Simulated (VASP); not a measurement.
Input of a VASP 6.6.1 run:

The input INCAR:

```
SYSTEM = Al2Pt
ALGO = Normal
EDIFF = 1E-8
ENCUT = 520
GGA = PS
IBRION = 8
ISIF = 2
ISMEAR = -1
LASPH = .True.
LCHARG = .False.
LREAL = .False.
LWAVE = .False.
NELM = 100
NSW = 1
PREC = Accurate
SIGMA = 0.15
```

The input KPOINTS:

```
k-points
0
Gamma
  12 12 12
  0 0 0
```

Contents of POSCAR:

```
Al2Pt
1.0
    0.0000000000      2.9487794695      2.9487794695
    2.9487794695      0.0000000000      2.9487794695
    2.9487794695      2.9487794695      0.0000000000
Al Pt
2 1
Direct
    0.2500000000      0.2500000000      0.2500000000
    0.7500000000      0.7500000000      0.7500000000
    0.0000000000      0.0000000000      0.0000000000
```

Potentials or basis: VASP PAW PBE potentials, release 64 (Al, Pt).

Run with:

```bash
$ cat potpaw_PBE.64/Al/POTCAR potpaw_PBE.64/Pt/POTCAR > POTCAR
$ mpirun -np 1 vasp_std > vasp.out
```

(1) Predict the highest phonon frequency at Γ, LO-TO splitting left out.

## Answers

(1) 298 cm⁻¹.
